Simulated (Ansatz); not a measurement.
Crystal: WC.

```
CELL_PARAMETERS angstrom
0.00000 2.19268 2.19268
2.19268 0.00000 2.19268
2.19268 2.19268 0.00000
ATOMIC_POSITIONS crystal
W 0.00000 0.00000 0.00000
C 0.50000 0.50000 0.50000
```

Measurements of this composition are mostly on another form, of space group No. 187.

| Quantity | Value |
| --- | --- |
| Program | Ansatz 0.2.0 |
| Task | single point |
| Functional | PBEsol |
| Potentials or basis | all-electron LAPW, scalar-relativistic |
| Cutoff | 336 eV (chosen from the basis error) |
| Basis error allowed | 0.001 eV/atom |
| k mesh | 10 × 10 × 10 |
| Occupations | fermi-dirac, width 0.05 eV |
| Spin | no spin polarisation |

On this cell: pressure -10.2 GPa; largest force zero by symmetry; band gap on the k mesh none (metal or under the smearing width).

The same run follows on a disturbed copy (atoms moved at random, drawn with an rms of 0.05 Å):

```xyz
2
Lattice="0.0000 2.1927 2.1927 2.1927 0.0000 2.1927 2.1927 2.1927 0.0000" Properties=species:S:1:pos:R:3 pbc="T T T"
W    -0.0044   -0.0321   -0.0488
C     2.1767    2.2019    2.2440
```

Problem. What does the disturbed cell give?

Solution. The energy (extrapolated to zero smearing) moves by +19.3 meV/atom; pressure -8.3 GPa; largest force 0.705 eV/Å; band gap on the k mesh none (metal or under the smearing width).

Forces in eV/Å, atoms in the order of the input:
```
W   -0.076  0.277  0.644
C    0.076 -0.277 -0.644
```

Stress tensor (GPa, compression positive):
```
-10.28  -0.01   0.00
 -0.01  -9.47   0.00
  0.00   0.00  -5.12
```
